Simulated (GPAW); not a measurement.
HgTe (Coloradoite): single point with PBE

Crystal: HgTe (Coloradoite).

```
CELL_PARAMETERS angstrom
0.00000 3.29803 3.29803
3.29803 0.00000 3.29803
3.29803 3.29803 0.00000
ATOMIC_POSITIONS crystal
Hg 0.00000 0.00000 0.00000
Te 0.25000 0.25000 0.25000
```

The cell isn't the ideal one: volume scaled by 1.08.

```yaml
Program: GPAW 26.7.0
Task: single point
Functional: PBE
Potentials_or_basis: GPAW PAW data sets (gpaw-data 1.2.1)
Cutoff: 450 eV
Basis: pw
k_mesh: 6 × 6 × 6
Occupations: fermi-dirac, width 0.05 eV
Spin: no spin polarisation
Maxiter: 80
```

```json
{"Pressure": "0.6 GPa", "Band gap on the k mesh": "none (metal or under the smearing width)"}
```

Levels at points of the mesh, in eV from the Fermi level:
| k point | band 9 | band 10 | band 11 | band 12 | band 13 | band 14 |
| --- | --- | --- | --- | --- | --- | --- |
| (0.00, 0.00, 0.00) | -6.73 | -0.78 | -0.04 | -0.04 | -0.04 | 4.32 |
| (0.50, 0.50, 0.00) | -6.32 | -5.08 | -2.06 | -2.06 | 1.95 | 2.61 |
| (0.50, 0.50, 0.50) | -6.45 | -5.08 | -0.91 | -0.91 | 0.75 | 5.08 |

Run time: 11 s on 1 thread of Arm Neoverse V1, on a shared host, peak memory 0.17 GiB.

Caveat: the cutoff is short for stress and forces, so pressures can be off by a GPa or more. Spin-orbit coupling is left out, which matters for the levels of Hg, Te.
